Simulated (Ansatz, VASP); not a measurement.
**C in VASP and in Ansatz**

```xyz
8
Lattice="-2.4314 2.4314 2.4314 2.4314 -2.4314 2.4314 2.4314 2.4314 -2.4314" Properties=species:S:1:pos:R:3 pbc="T T T"
C    -0.7907    0.7907    0.7907
C     1.6407    1.6407    1.6407
C     0.7907   -0.7907    0.7907
C     0.7907    0.7907   -0.7907
C     1.6407   -1.6407    1.6407
C     0.7907    0.7907    0.7907
C    -1.6407    1.6407    1.6407
C     1.6407    1.6407   -1.6407
```

Alike in both runs: functional PBEsol; k mesh 8 × 8 × 8; no spin polarisation.

Ansatz relaxed the structure, and its values are those at the end. VASP's run is a single point on that final structure, the one shown.

```csv
,VASP,Ansatz
version,VASP 6.6.1,Ansatz 0.2.0
potentials or method,"VASP PAW PBE potentials, release 64 (C)","plane waves, PAW"
plane-wave cutoff (eV),520,571
occupations,"fermi-dirac, width 0.1 eV",fermi-dirac
valence electrons in the cell,32,32
```

Ansatz gave:

```
pressure (GPa)                     : -2.0
rms of the force components (eV/Å) : 0.002
```

**Question.** Which values does VASP return?

**Answer.** Pressure (GPa): -1.3; rms of the force components (eV/Å): 0.020.

Caveats: the PAW data sets were made with another functional, which shifts forces and pressure a little (VASP).
